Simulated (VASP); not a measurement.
Here is a VASP 6.6.1 calculation.

File INCAR:

```
SYSTEM = Na
PREC     = Accurate       ! precision mode
ENCUT    = 520            ! plane-wave cutoff, eV
EDIFF    = 1E-6           ! SCF threshold, eV
ISMEAR   = 0              ! smearing method
SIGMA    = 0.5            ! smearing width, eV
LREAL    = .FALSE.        ! projectors in reciprocal space
LASPH    = .TRUE.         ! aspherical terms in the spheres
NELM     = 100            ! most SCF steps
ALGO     = Normal         ! electronic algorithm
ISIF     = 2              ! what is computed and relaxed
LWAVE    = .FALSE.        ! write WAVECAR
LCHARG   = .FALSE.        ! write CHGCAR
GGA      = PS             ! functional
NBANDS   = 10             ! bands
```

Contents of KPOINTS:

```
Automatic mesh
0
G
  14 14 14
  0 0 0
```

The input POSCAR:

```
Na
1.0
   -2.0848200000      2.0848200000      2.0848200000
    2.0848200000     -2.0848200000      2.0848200000
    2.0848200000      2.0848200000     -2.0848200000
Na
1
Direct
    0.0000000000      0.0000000000      0.0000000000
```

Potentials or basis: VASP PAW PBE potentials, release 64 (Na_pv).

Run with:

```sh
$ cat potpaw_PBE.64/Na_pv/POTCAR > POTCAR
$ mpirun -np 1 vasp_std > vasp.out
```

Q: What does it give for the band gap on the k mesh?

A: None (metal or under the smearing width).

Q: Estimate the pressure.

A: 0.1 GPa.

Caveat: the PAW data sets were made with another functional, which shifts forces and pressure a little.
